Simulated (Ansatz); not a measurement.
KI:

```
CELL_PARAMETERS angstrom
0.00000 3.53277 3.53277
3.53277 0.00000 3.53277
3.53277 3.53277 0.00000
ATOMIC_POSITIONS crystal
I 0.50000 0.50000 0.50000
K 0.00000 0.00000 0.00000
```

Program: Ansatz 0.2.0. Alike in all runs: task band structure; potentials or basis Ansatz PAW; no spin polarisation; cell as given; k mesh 7 × 7 × 7; smearing fermi-dirac 0.05 eV.

Question: Order these runs on this cell by their band gap on the k mesh, lowest first.
A. level r2SCAN; cutoff (eV) 500
B. level PBE; cutoff (eV) 420
C. level LDA; cutoff (eV) 420

Answer: C (3.61 eV), B (3.97 eV), A (4.61 eV).

Caveats: spin-orbit coupling is left out, which moves the levels of the heavy elements.

